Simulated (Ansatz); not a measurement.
Si3N4 under changes of volume

One of the cells (10.069 Å³/atom); the others are scaled copies at fixed shape and fractional positions:

```xyz
7
Lattice="4.1308 0.0000 0.0000 0.0000 4.1308 0.0000 0.0000 0.0000 4.1308" Properties=species:S:1:pos:R:3 pbc="T T T"
Si    0.0000    0.0000    2.0654
Si    2.0654    0.0000    0.0000
Si    0.0000    2.0654    0.0000
N     0.9894    0.9894    3.1414
N     3.1414    3.1414    3.1414
N     0.9894    3.1414    0.9894
N     3.1414    0.9894    0.9894
```

The cell was built by a generator and needn't be a form met in nature.

```yaml
Program: Ansatz 0.2.0
Functional: PBE
Potentials_or_basis: Ansatz PAW
Cutoff: "420 eV (not typed: the program's choice for these potentials)"
k_mesh: 7 × 7 × 7
Occupations: fermi-dirac, width 0.05 eV
Spin: no spin polarisation
```

| volume (Å³/atom) | energy over the lowest point (meV/atom) | pressure (GPa) | gap on the mesh (eV) | largest force (eV/Å) |
| --- | --- | --- | --- | --- |
| 9.465 | 30.19 | 16.8 | 2.82 | 0.589 |
| 9.667 | 12.97 | 10.6 | 2.80 | 0.376 |
| 9.868 | ? | ? | ? | ? |
| 10.069 | 0.00 | 0.0 | 2.75 | 0.000 |
| 10.271 | 2.92 | -4.5 | 2.72 | 0.164 |
| 10.472 | 11.22 | -8.6 | 2.70 | 0.314 |
| 10.673 | 24.43 | -12.3 | 2.68 | 0.451 |

Question: What does the run at 9.868 Å³/atom give?

Answer: Energy over the lowest point 3.17 meV/atom; pressure 5.1 GPa; gap on the mesh 2.77 eV; largest force 0.180 eV/Å.

Worked out: A Birch-Murnaghan fit of order 3 (a polynomial in V^(-2/3)) to the other rows has its minimum at 10.07 Å³/atom with B0 = V·E''(V) = 239 GPa and B' = 4.0 at fixed shape and positions, which overstates the stiffness. It gives 3.17 meV/atom at 9.868 Å³/atom, against the run's 3.17, and -dE/dV = 5.1 GPa, against 5.1. A straight line through the other rows of the gap, of slope -1.2 eV per unit of ln V, gives 2.77 eV, against the run's 2.77.

Energies are extrapolated to zero smearing.

Caveats: odd divisions of the mesh miss points on the zone boundary, where band edges often lie, so the gap on the mesh can be too wide.

A mesh can miss the band edges.
